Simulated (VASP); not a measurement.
Input of a VASP 6.6.1 run:

File INCAR:

```
SYSTEM = TiO2
ALGO = Normal
EDIFF = 1E-6
EDIFFG = -0.02
ENCUT = 600
GGA = RP
IBRION = 2
ISIF = 3
ISMEAR = -1
IVDW = 12
LASPH = .True.
LCHARG = .False.
LREAL = .False.
LWAVE = .False.
NELM = 80
NSW = 40
PREC = Accurate
SIGMA = 0.05
```

Contents of KPOINTS:

```
k-points
0
Gamma
  6 6 9
  0 0 0
```

The input POSCAR:

```
TiO2
1.0
    4.5998373239      0.0000000000      0.0000000000
    0.0000000000      4.5998373239      0.0000000000
    0.0000000000      0.0000000000      2.9592135600
Ti O
2 4
Direct
    0.0000000000      0.0000000000      0.5000000000
    0.5000000000      0.5000000000      0.0000000000
    0.3043213200      0.3043213200      0.5000000000
    0.1956786800      0.8043213200      0.0000000000
    0.8043213200      0.1956786800      0.0000000000
    0.6956786800      0.6956786800      0.5000000000
```

Potentials or basis: VASP PAW PBE potentials, release 64 (Ti_sv, O).

Run with:

```sh
$ cat potpaw_PBE.64/Ti_sv/POTCAR potpaw_PBE.64/O/POTCAR > POTCAR
$ mpirun -np 1 vasp_std > vasp.out
```

(1) Predict the relaxed volume.

(2) Predict the dispersion energy per atom.

Results:

(1) 9.97 Å³/atom.

(2) -1.071 eV.

Caveat: the PAW data sets were made with another functional, which shifts forces and pressure a little.
